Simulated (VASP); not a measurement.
# BP: how cutoff and mesh change the relaxed cell

Aim: test the relaxed volume of BP against cutoff and mesh. The starting structure is a measured crystal structure from the Crystallography Open Database.

Method: Kohn-Sham DFT with plane waves and PAW; PBEsol, in VASP 6.6.1.

### Step 1. Starting point

It takes space group F-43m (No. 216, cubic). The conventional cell has a = 4.538 Å, b = 4.538 Å, c = 4.538 Å, α = 90.00°, β = 90.00°, γ = 90.00°. P has 4 B at 1.97 Å nearest. B has 4 P at 1.97 Å nearest. Farther neighbours are not listed.

### Step 2. Reference relaxation

File INCAR:

```
SYSTEM = BP
PREC = Accurate
ENCUT = 450
EDIFF = 1E-06
NELM = 100
ISMEAR = 0
SIGMA = 0.03
LREAL = .FALSE.
ALGO = Normal
GGA = PS
NBANDS = 10
LORBIT = 11
LWAVE = .FALSE.
LCHARG = .FALSE.
KPAR = 2
IBRION = 2
NSW = 50
ISIF = 3
EDIFFG = -0.01
```

File POSCAR:

```
BP
1.0
    0.0000000000      2.2690000000      2.2690000000
    2.2690000000      0.0000000000      2.2690000000
    2.2690000000      2.2690000000      0.0000000000
P B
1 1
Direct
    0.7500000000      0.7500000000      0.7500000000
    0.0000000000      0.0000000000      0.0000000000
```

File KPOINTS:

```
Automatic mesh
0
Gamma
8 8 8
0 0 0
```

PAW data sets: P and B (PBE family, release 64).

Launch:

```console
> mpirun -np 2 vasp_std
```

Output:

```text
[banner, memory and clock lines left out]
running    2 mpi-ranks, on    1 nodes
 distrk:  each k-point on    1 cores,    2 groups
 distr:  one band on    1 cores,    1 groups

 POSCAR found type information on POSCAR P B
 POSCAR found :  2 types and       2 ions
|                                                                             |
|               ----> ADVICE to this user running VASP <----                  |
|                                                                             |
|     You enforced a specific xc type in the INCAR file but a different       |
|     [... a line on the potential file left out ...]
|     I HOPE YOU KNOW WHAT YOU ARE DOING!                                     |
|                                                                             |

 LDA part: xc-table for (Slater+PW92), standard interpolation
 POSCAR, INCAR and KPOINTS ok, starting setup
 FFT: planning ... GRIDC
 FFT: planning ... GRID_SOFT
 FFT: planning ... GRID
 WAVECAR not read
 entering main loop
       N       E                     dE             d eps       ncg     rms          rms(c)
DAV:   1     0.756757179757E+01    0.75676E+01   -0.35804E+03   580   0.630E+02
DAV:   2    -0.138330388854E+02   -0.21401E+02   -0.20415E+02   852   0.104E+02
DAV:   3    -0.143768971847E+02   -0.54386E+00   -0.54316E+00   724   0.157E+01
DAV:   4    -0.143787971816E+02   -0.19000E-02   -0.18997E-02   732   0.107E+00
DAV:   5    -0.143788046433E+02   -0.74617E-05   -0.74617E-05   676   0.614E-02    0.702E+00
DAV:   6    -0.137778940874E+02    0.60091E+00   -0.13442E+00   640   0.530E+00    0.377E+00
DAV:   7    -0.136789019651E+02    0.98992E-01   -0.24441E-01   738   0.260E+00    0.121E+00
DAV:   8    -0.136694322117E+02    0.94698E-02   -0.27251E-02   676   0.952E-01    0.178E-01
DAV:   9    -0.136695584710E+02   -0.12626E-03   -0.66260E-04   660   0.188E-01    0.994E-02
DAV:  10    -0.136696206334E+02   -0.62162E-04   -0.12360E-04   690   0.703E-02    0.224E-02
DAV:  11    -0.136696243192E+02   -0.36858E-05   -0.44112E-06   740   0.140E-02    0.242E-02
DAV:  12    -0.136696246829E+02   -0.36372E-06   -0.17542E-06   428   0.660E-03
   1 F= -.13669625E+02 E0= -.13669625E+02  d E =-.136696E+02
 curvature:   0.00 expect dE= 0.000E+00 dE for cont linesearch  0.000E+00
 trial: gam= 0.00000 g(F)=  0.124E-47 g(S)=  0.501E-02 ort = 0.000E+00 (trialstep = 0.100E+01)
 search vector abs. value=  0.501E-02
 bond charge predicted
       N       E                     dE             d eps       ncg     rms          rms(c)
DAV:   1    -0.136736190995E+02   -0.39948E-02   -0.10369E-01   638   0.209E+00    0.396E-01
DAV:   2    -0.136710054579E+02    0.26136E-02   -0.53144E-03   638   0.388E-01    0.218E-01
DAV:   3    -0.136702985063E+02    0.70695E-03   -0.15580E-03   658   0.190E-01    0.560E-02
DAV:   4    -0.136702544754E+02    0.44031E-04   -0.54730E-05   680   0.458E-02    0.455E-02
DAV:   5    -0.136702474910E+02    0.69843E-05   -0.13755E-05   700   0.222E-02    0.219E-02
DAV:   6    -0.136702480527E+02   -0.56168E-06   -0.38273E-07   326   0.434E-03
   2 F= -.13670248E+02 E0= -.13670248E+02  d E =-.623370E-03
 trial-energy change:   -0.000623  1 .order   -0.000587   -0.005010    0.003835
 step:   0.5724(harm=  0.5664)  dis= 0.00000  next Energy=   -13.671065 (dE=-0.144E-02)
 bond charge predicted
       N       E                     dE             d eps       ncg     rms          rms(c)
DAV:   1    -0.136716910686E+02   -0.14436E-02   -0.18851E-02   636   0.885E-01    0.167E-01
DAV:   2    -0.136712126674E+02    0.47840E-03   -0.98368E-04   640   0.166E-01    0.921E-02
DAV:   3    -0.136710812432E+02    0.13142E-03   -0.28105E-04   660   0.807E-02    0.228E-02
DAV:   4    -0.136710708075E+02    0.10436E-04   -0.10447E-05   682   0.199E-02    0.187E-02
DAV:   5    -0.136710679597E+02    0.28478E-05   -0.23792E-06   640   0.926E-03    0.923E-03
DAV:   6    -0.136710676263E+02    0.33340E-06   -0.70034E-08   304   0.184E-03
   3 F= -.13671068E+02 E0= -.13671068E+02  d E =-.144294E-02
 curvature:  -0.28 expect dE=-0.574E-08 dE for cont linesearch -0.574E-08
 trial: gam= 0.00000 g(F)=  0.159E-47 g(S)=  0.203E-07 ort =-0.101E-04 (trialstep = 0.914E+00)
 search vector abs. value=  0.204E-07
 reached required accuracy - stopping structural energy minimisation
```

Wall time 4.4 s (2 MPI ranks of Intel Xeon 6975P-C (Granite Rapids), shared host); peak memory 0.24 GiB.

Lines that name or quote the potential files are left out of all logs, and their timing lines are given in words.

From OUTCAR (step 2):

```text
ion  position               nearest neighbor table
   1  0.750  0.750  0.750-   2 1.97   2 1.97   2 1.97   2 1.97
   2  0.000  0.000  0.000-   1 1.97   1 1.97   1 1.97   1 1.97

  LATTYP: Found a face centered cubic cell.
 ALAT       =     4.5380000000

 Subroutine GETGRP returns: Found 24 space group operations
 (whereof 24 operations were pure point group operations)

The static configuration has the point symmetry T_d .

 Found     29 irreducible k-points:

   k-points           NKPTS =     29   k-points in BZ     NKDIM =     29   number of bands    NBANDS=     10

   dimension x,y,z NGX =    24 NGY =   24 NGZ =   24
   dimension x,y,z NGXF=    48 NGYF=   48 NGZF=   48

   ENCUT  =  450.0 eV  33.07 Ry    5.75 a.u.   5.55  5.55  5.55*2*pi/ulx,y,z

   NELECT =       8.0000    total number of electrons

 k-points in reciprocal lattice and weights: Automatic mesh
   0.00000000  0.00000000  0.00000000       0.002
   0.12500000  0.00000000  0.00000000       0.016
   0.25000000  0.00000000  0.00000000       0.016
   0.37500000  0.00000000  0.00000000       0.016
   0.50000000  0.00000000  0.00000000       0.008
   0.12500000  0.12500000  0.00000000       0.012
   0.25000000  0.12500000  0.00000000       0.047
   0.37500000  0.12500000  0.00000000       0.047
   0.50000000  0.12500000  0.00000000       0.047
[...]
-0.37500000  0.50000000  0.12500000       0.023
  -0.25000000  0.50000000  0.25000000       0.012

 average (electrostatic) potential at core
       1 -81.0461       2 -24.7197

 E-fermi :   7.7005

 k-point     1 :       0.0000    0.0000    0.0000
  band No.  band energies     occupation
      1      -8.0603      2.00000
      2       7.5363      2.00000
      3       7.5363      2.00000
      4       7.5363      2.00000
      5      10.9087      0.00000
      6      10.9087      0.00000
      7      10.9087      0.00000
      8      15.0446      0.00000
      9      18.8534      0.00000
    ...

 k-point     2 :       0.1250    0.0000    0.0000
  band No.  band energies     occupation
      1      -7.7757      2.00000
      2       5.6538      2.00000
      3       7.0990      2.00000
      4       7.0990      2.00000
      5      11.4568      0.00000
      6      11.5113      0.00000
      7      11.5113      0.00000
      8      15.8074      0.00000
      9      18.7295      0.00000
    ...

 k-point     3 :       0.2500    0.0000    0.0000
  band No.  band energies     occupation
      1      -6.9401      2.00000
      2       2.6243      2.00000
      3       6.4009      2.00000
      4       6.4009      2.00000
      5      11.5403      0.00000
      6      12.2790      0.00000
      7      12.2790      0.00000
      8      17.1552      0.00000
      9      18.4602      0.00000
    ...

  Total        0.0005291      0.0005291      0.0005291     -0.0000000      0.0000000      0.0000000
  in kB        0.0366831      0.0366831      0.0366831     -0.0000000      0.0000000      0.0000000
  external PRESSURE =       0.0366831 kB  Pullay stress =       0.0000000 kB

  energy-cutoff  :      450.00
  volume of cell :       23.11
      direct lattice vectors                 reciprocal lattice vectors
     0.000000000  2.260757267  2.260757267    -0.221164832  0.221164832  0.221164832
     2.260757267  0.000000000  2.260757267     0.221164832 -0.221164832  0.221164832
     2.260757267  2.260757267  0.000000000     0.221164832  0.221164832 -0.221164832

 POSITION                                       TOTAL-FORCE (eV/Angst)
 -----------------------------------------------------------------------------------
      3.39114      3.39114      3.39114        -0.000000     -0.000000     -0.000000
      0.00000      0.00000      0.00000         0.000000      0.000000      0.000000
 -----------------------------------------------------------------------------------
    total drift:                               -0.000000     -0.000000     -0.000000

  FREE ENERGIE OF THE ION-ELECTRON SYSTEM (eV)
  ---------------------------------------------------
  free  energy   TOTEN  =       -13.6710676263 eV

  energy  without entropy=      -13.6710676263  energy(sigma->0) =      -13.67106763

 reached required accuracy - stopping structural energy minimisation

 total charge
# of ion       s       p       d       tot
------------------------------------------
    1        0.989   1.577   0.000   2.566
    2        0.666   1.282   0.000   1.947
--------------------------------------------------
tot          1.655   2.859   0.000   4.514

[... 3 further parts left out ...]
```

CONTCAR:

```
BP
   1.00000000000000
     0.0000000000000000    2.2607572667299403    2.2607572667299403
     2.2607572667299403    0.0000000000000000    2.2607572667299403
     2.2607572667299403    2.2607572667299403    0.0000000000000000
  P               B
     1     1
Direct
     0.7500000000000000    0.7500000000000000    0.7500000000000000
     0.0000000000000000    0.0000000000000000    0.0000000000000000
```

The PAW data sets were made with PBE, which is usual practice but a small mismatch for other functionals. The run keeps the 24 symmetry operations of its start, so it cannot find a distortion of lower symmetry.

The reference relaxation ends at 11.555 Å³ an atom. Pressures at 0.985 and 1.015 times this volume, from two more relaxations that aren't shown, give a bulk modulus of 169.2 GPa.

### Step 3. Relaxation with a cutoff of 320 eV

Against step 2 the input has ENCUT = 320.

INCAR: that of step 2 with these lines changed.

```diff
@@ -2,3 +2,3 @@
 PREC = Accurate
-ENCUT = 450
+ENCUT = 320
 EDIFF = 1E-06
```

POSCAR is that of step 2.

KPOINTS is that of step 2.

Launch:

```console
> mpirun -np 2 vasp_std
```

Output:

```text
[banner, memory and clock lines left out]
running    2 mpi-ranks, on    1 nodes
[...]
[... a notice as in an earlier step ...]

 LDA part: xc-table for (Slater+PW92), standard interpolation
 POSCAR, INCAR and KPOINTS ok, starting setup
[...]
entering main loop
       N       E                     dE             d eps       ncg     rms          rms(c)
DAV:   1     0.230642840008E+01    0.23064E+01   -0.30180E+03   580   0.492E+02
DAV:   2    -0.140074426241E+02   -0.16314E+02   -0.15551E+02   852   0.864E+01
DAV:   3    -0.143665599962E+02   -0.35912E+00   -0.35847E+00   702   0.121E+01
DAV:   4    -0.143677987318E+02   -0.12387E-02   -0.12386E-02   778   0.821E-01
[...]
DAV:  10    -0.136614539469E+02   -0.61294E-04   -0.12186E-04   686   0.677E-02    0.222E-02
DAV:  11    -0.136614578766E+02   -0.39297E-05   -0.46696E-06   774   0.142E-02    0.248E-02
DAV:  12    -0.136614582204E+02   -0.34379E-06   -0.17814E-06   420   0.657E-03
   1 F= -.13661458E+02 E0= -.13661458E+02  d E =-.136615E+02
[...]
DAV:   4    -0.136623985521E+02    0.83302E-04   -0.98595E-05   694   0.591E-02    0.636E-02
DAV:   5    -0.136623844331E+02    0.14119E-04   -0.25390E-05   688   0.295E-02    0.293E-02
DAV:   6    -0.136623851297E+02   -0.69661E-06   -0.69207E-07   392   0.559E-03
   2 F= -.13662385E+02 E0= -.13662385E+02  d E =-.926909E-03
 trial-energy change:   -0.000927  1 .order   -0.000851   -0.009245    0.007543
 step:   0.5574(harm=  0.5507)  dis= 0.00000  next Energy=   -13.664048 (dE=-0.259E-02)
[...]
N       E                     dE             d eps       ncg     rms          rms(c)
DAV:   1    -0.136652863598E+02   -0.29019E-02   -0.36951E-02   644   0.118E+00    0.233E-01
DAV:   2    -0.136643376058E+02    0.94875E-03   -0.19583E-03   634   0.228E-01    0.127E-01
DAV:   3    -0.136640811554E+02    0.25645E-03   -0.54506E-04   664   0.112E-01    0.321E-02
DAV:   4    -0.136640610063E+02    0.20149E-04   -0.20564E-05   690   0.267E-02    0.265E-02
DAV:   5    -0.136640560095E+02    0.49967E-05   -0.45962E-06   672   0.126E-02    0.127E-02
DAV:   6    -0.136640555306E+02    0.47889E-06   -0.12926E-07   308   0.240E-03
   3 F= -.13664056E+02 E0= -.13664056E+02  d E =-.259731E-02
[...]
reached required accuracy - stopping structural energy minimisation
```

It took 3.6 s on 2 MPI ranks; peak memory 0.22 GiB.

Parts of OUTCAR (step 3):

```text
  Total        0.0002721      0.0002721      0.0002721     -0.0000000      0.0000000     -0.0000000
  in kB        0.0189332      0.0189332      0.0189332     -0.0000000      0.0000000     -0.0000000
  external PRESSURE =       0.0189332 kB  Pullay stress =       0.0000000 kB

 POSITION                                       TOTAL-FORCE (eV/Angst)
 -----------------------------------------------------------------------------------
      3.38714      3.38714      3.38714         0.000000      0.000000      0.000000
      0.00000      0.00000      0.00000        -0.000000     -0.000000     -0.000000
 -----------------------------------------------------------------------------------
    total drift:                               -0.000000     -0.000000     -0.000000

  FREE ENERGIE OF THE ION-ELECTRON SYSTEM (eV)
  ---------------------------------------------------
  free  energy   TOTEN  =       -13.6640555306 eV

  energy  without entropy=      -13.6640555306  energy(sigma->0) =      -13.66405553

[... 2 parts as in an earlier step ...]

[... 2 further parts left out ...]
[key lines of the parts left out:]
E-fermi :   7.7493
```

With a cutoff of 320 eV the cell ends at 11.514 Å³ an atom, -0.35 % from the reference; the bulk modulus is 170.3 GPa against 169.2 GPa.

### Step 4. Relaxation with a 5×5×5 mesh

Against step 2 the input has a 5×5×5 mesh.

INCAR: that of step 3 with these lines changed.

```diff
@@ -2,3 +2,3 @@
 PREC = Accurate
-ENCUT = 320
+ENCUT = 450
 EDIFF = 1E-06
```

POSCAR is that of step 3.

File KPOINTS:

```
Automatic mesh
0
Gamma
5 5 5
0 0 0
```

Launch:

```console
> mpirun -np 2 vasp_std
```

Output:

```text
[... set-up lines as in an earlier step ...]
 entering main loop
       N       E                     dE             d eps       ncg     rms          rms(c)
DAV:   1     0.471817544871E+01    0.47182E+01   -0.34985E+03   200   0.625E+02
DAV:   2    -0.138462541040E+02   -0.18564E+02   -0.17360E+02   278   0.984E+01
DAV:   3    -0.143386691126E+02   -0.49242E+00   -0.49050E+00   256   0.144E+01
DAV:   4    -0.143405085962E+02   -0.18395E-02   -0.18393E-02   252   0.961E-01
[...]
DAV:  10    -0.136165843510E+02   -0.74673E-04   -0.13668E-04   230   0.741E-02    0.233E-02
DAV:  11    -0.136165885881E+02   -0.42371E-05   -0.50707E-06   252   0.149E-02    0.258E-02
DAV:  12    -0.136165889443E+02   -0.35619E-06   -0.20452E-06   172   0.695E-03
   1 F= -.13616589E+02 E0= -.13616589E+02  d E =-.136166E+02
[...]
N       E                     dE             d eps       ncg     rms          rms(c)
DAV:   1    -0.136191483826E+02   -0.25598E-02   -0.66231E-02   224   0.167E+00    0.320E-01
[...]
DAV:   4    -0.136169885224E+02    0.29308E-04   -0.37059E-05   232   0.374E-02    0.361E-02
DAV:   5    -0.136169844392E+02    0.40832E-05   -0.88310E-06   230   0.178E-02    0.178E-02
DAV:   6    -0.136169849209E+02   -0.48170E-06   -0.25640E-07   100   0.352E-03
   2 F= -.13616985E+02 E0= -.13616985E+02  d E =-.395977E-03
 trial-energy change:   -0.000396  1 .order   -0.000376   -0.003210    0.002459
 step:   0.5715(harm=  0.5663)  dis= 0.00000  next Energy=   -13.617510 (dE=-0.921E-03)
[...]
N       E                     dE             d eps       ncg     rms          rms(c)
DAV:   1    -0.136179135306E+02   -0.92909E-03   -0.12103E-02   224   0.710E-01    0.135E-01
DAV:   2    -0.136176043906E+02    0.30914E-03   -0.64646E-04   218   0.134E-01    0.736E-02
DAV:   3    -0.136175202729E+02    0.84118E-04   -0.17586E-04   226   0.642E-02    0.185E-02
DAV:   4    -0.136175130355E+02    0.72374E-05   -0.70211E-06   230   0.162E-02    0.151E-02
DAV:   5    -0.136175110025E+02    0.20330E-05   -0.15226E-06   150   0.747E-03    0.700E-03
DAV:   6    -0.136175107433E+02    0.25920E-06   -0.80087E-08   100   0.217E-03
   3 F= -.13617511E+02 E0= -.13617511E+02  d E =-.921799E-03
[...]
reached required accuracy - stopping structural energy minimisation
```

Run time: 3.4 s. Hardware: 2 MPI ranks; peak memory 0.23 GiB.

OUTCAR, selected parts (step 4):

```text
  Total        0.0007179      0.0007179      0.0007179      0.0000000      0.0000000      0.0000000
  in kB        0.0496633      0.0496633      0.0496633      0.0000000      0.0000000      0.0000000
  external PRESSURE =       0.0496633 kB  Pullay stress =       0.0000000 kB

 POSITION                                       TOTAL-FORCE (eV/Angst)
 -----------------------------------------------------------------------------------
      3.39362      3.39362      3.39362         0.000000      0.000000      0.000000
      0.00000     -0.00000      0.00000        -0.000000     -0.000000     -0.000000
 -----------------------------------------------------------------------------------
    total drift:                               -0.000000     -0.000000     -0.000000

  FREE ENERGIE OF THE ION-ELECTRON SYSTEM (eV)
  ---------------------------------------------------
  free  energy   TOTEN  =       -13.6175107433 eV

  energy  without entropy=      -13.6175107433  energy(sigma->0) =      -13.61751074

[... 1 part as in an earlier step ...]

[... 3 further parts left out ...]
[key lines of the parts left out:]
E-fermi :   7.7081
```

With a 5×5×5 mesh the cell ends at 11.580 Å³ an atom, +0.22 % from the reference; the bulk modulus is 168.8 GPa against 169.2 GPa.

(Part 1 of 2 ends here.)

[Lines on the potential files, build, host, timing and source positions are cut from VASP's logs without a mark.]

[Logs are printed without paths, hosts, clocks, repeated set-up lines and the standing remarks that a program may print on its own settings, such as how far it seeks lower states.]

[Hosts, paths, dates, database ids (printed as entryN), source tags and the programs' standing remarks are cut or masked in the printed files.]
